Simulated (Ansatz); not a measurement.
Independent-particle absorption of SiC (P6_3mc, a = 3.092 Å, b = 3.092 Å, c = 5.074 Å, α = 90.00°, β = 90.00°, γ = 120.00°), no local fields or excitons, 0.1 eV broadening. Method: DFT PBE, scalar-relativistic, plane waves, PAW in Ansatz 0.2.0.

Plane waves to 420 eV, a k mesh through Γ of 12×12×6 on the computed 4-atom cell and Gaussian smearing (0.02 eV); no spin polarisation. The spectrum is summed on a 18×18×9 mesh.

```
Si C
1.0
     3.09177    0.00000    0.00000
    -1.54588    2.67755    0.00000
     0.00000    0.00000    5.07402
Si C
2 2
Direct
  0.33333 0.66667 0.00456
  0.66667 0.33333 0.50456
  0.33333 0.66667 0.38044
  0.66667 0.33333 0.88044
```

```tsv
photon energy (eV)	ε2,xx
0.0	0.00
0.4	0.00
0.8	0.00
1.2	0.00
1.6	0.00
2.0	0.00
2.4	0.00
2.8	0.00
3.2	0.00
3.6	0.00
4.0	0.00
4.4	0.04
4.8	1.08
5.2	3.19
5.6	5.42
6.0	17.40
6.4	20.90
6.8	21.35
7.2	10.50
7.6	12.83
8.0	14.19
8.4	11.40
8.8	10.40
9.2	8.91
9.6	6.59
10.0	5.64
10.4	4.53
10.8	3.87
11.2	3.51
11.6	3.21
12.0	2.70
12.4	2.36
12.8	2.09
13.2	1.81
13.6	1.57
14.0	1.38
```

The strongest peak lies near 6.2 eV. ε∞ (xx, yy, zz) = 7.2, 7.2, 7.6.